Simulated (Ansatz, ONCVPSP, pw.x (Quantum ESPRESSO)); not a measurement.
# What a changed setting does to a pw.x run (fcc O)

Potential: optimised norm-conserving Vanderbilt (ONCV), ONCVPSP 4.0.1.1 (patched build), PBE; core [He], reference 2s2 2p2; waves: 2s: rc 0.78 bohr, ncon 3, nbas 7, qcut 10.1 1/bohr, 2 projectors, debl 3.8 Ha; 2p: rc 1.50 bohr, ncon 4, nbas 9, qcut 14.1 1/bohr, 2 projectors, debl 0.4 Ha; d scattering state at 0.04 Ha: rc 1.20 bohr, ncon 5, nbas 9, qcut 10.4 1/bohr, 1 projector; local part: polynomial inside 0.54 bohr (lpopt 1, dvloc0 -1 Ha); core correction: Teter function, fcfact 4, rcfact 1.35. In the p channel the program set the typed energies aside and used -1.589, 0.250 Ha.

The reference run (k-mesh 18³, cutoffs 130/520 Ry, Fermi–Dirac 0.01 Ry, mixing_beta 0.4, conv_thr 1e-9, no spin) gives -0.78 GPa at 8.041 Å³/atom, where all-electron LAPW gives 0.14 GPa. This run, with its own iteration cap, changes k-mesh points per axis to 6.

```
&control
  calculation='scf', prefix='x', pseudo_dir='./', outdir='./tmp', tstress=.true., disk_io='none'
/
&system
  ibrav=0, nat=1, ntyp=1, ecutwfc=130, ecutrho=520, nbnd=10,
  occupations='smearing', smearing='fd', degauss=0.01
/
&electrons
  conv_thr=1e-09, mixing_beta=0.4, electron_maxstep=60
/
ATOMIC_SPECIES
O 1.0 O.UPF
CELL_PARAMETERS angstrom
  0.00000000 1.59010824 1.59010824
  1.59010824 0.00000000 1.59010824
  1.59010824 1.59010824 0.00000000
ATOMIC_POSITIONS crystal
O 0.0000 0.0000 0.0000
K_POINTS automatic
6 6 6 0 0 0
```

```bash
pw.x < O.scf.in > O.scf.out
```

How does the run end?

It converges in 13 iterations; the free energy moves by +30.8 meV/atom and the pressure by +0.90 GPa.

```
Message from routine setup:
     using ibrav=0 with symmetry is DISCOURAGED, use correct ibrav instead
     lattice parameter (alat)  =       4.2495  a.u.
     unit-cell volume          =      54.2634 (a.u.)^3
     number of electrons       =         6.00
     number of Kohn-Sham states=           10
     kinetic-energy cutoff     =     130.0000  Ry
     charge density cutoff     =     520.0000  Ry
     scf convergence threshold =      1.0E-09
     Exchange-correlation= PBE
     number of k points=    16  Fermi-Dirac smearing, width (Ry)=  0.0100
     iteration #  1     ecut=   130.00 Ry     beta= 0.40
     total energy              =     -32.37485536 Ry
     estimated scf accuracy    <       1.05157124 Ry
     iteration #  2     ecut=   130.00 Ry     beta= 0.40
     total energy              =     -32.39071007 Ry
     estimated scf accuracy    <       0.11148567 Ry
     iteration #  3     ecut=   130.00 Ry     beta= 0.40
     total energy              =     -32.41246801 Ry
     estimated scf accuracy    <       0.00018133 Ry
     [... 7 iterations left out ...]
     iteration # 11     ecut=   130.00 Ry     beta= 0.40
     total energy              =     -32.41260000 Ry
     estimated scf accuracy    <       0.00000072 Ry
     iteration # 12     ecut=   130.00 Ry     beta= 0.40
     total energy              =     -32.41260004 Ry
     estimated scf accuracy    <       0.00000001 Ry
     iteration # 13     ecut=   130.00 Ry     beta= 0.40
     the Fermi energy is     4.6211 ev
!    total energy              =     -32.41260004 Ry
     estimated scf accuracy    <          5.4E-12 Ry
     smearing contrib. (-TS)   =      -0.00619084 Ry
     The total energy is F=E-TS. E is the sum of the following terms:
     one-electron contribution =      -2.43542410 Ry
     hartree contribution      =       4.98327474 Ry
     xc contribution           =      -7.48966319 Ry
     ewald contribution        =     -27.46459665 Ry
     convergence has been achieved in  13 iterations
          total   stress  (Ry/bohr**3)                   (kbar)     P=        1.22
     Message from routine punch:
     Nothing written, as per user request (disk_io='none')
```

The run took about 2.4 s on one core of a shared host (Neoverse-V2, 64 threads, 251 GiB, load 30).
